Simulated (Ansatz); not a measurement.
**A computed series for BaSnO3: pressure series**

The reference is BaSnO$_{3}$ in the cubic perovskite structure (space group Pm-3m, No. 221).

```
BaSnO3
1.0
    4.13130     0.00000     0.00000
    0.00000     4.13130     0.00000
    0.00000     0.00000     4.13130
Ba Sn O
1 1 3
Direct
  0.00000   0.00000   0.00000
  0.50000   0.50000   0.50000
  0.00000   0.50000   0.50000
  0.50000   0.50000   0.00000
  0.50000   0.00000   0.50000
```

Cell and atoms are relaxed at each pressure.

Calculations: r2SCAN (Ansatz, a first-principles code; PAW; 500 eV plane waves; without spin-orbit coupling).

Candidates:
(a) pressure 1.8 GPa
(b) pressure 60 GPa
(c) pressure 30 GPa
(d) pressure −1 GPa

For the base:

The band gap is 1.56 eV.

Q: Order them by band gap, highest first.

A: (b) pressure 60 GPa (4.85 eV), (c) pressure 30 GPa (3.52 eV), (a) pressure 1.8 GPa (1.71 eV), (d) pressure −1 GPa (1.48 eV)

Load acts through the strain it causes; cell and atoms are relaxed under it. No phonon test of stability was made. No other phases were tried under pressure.
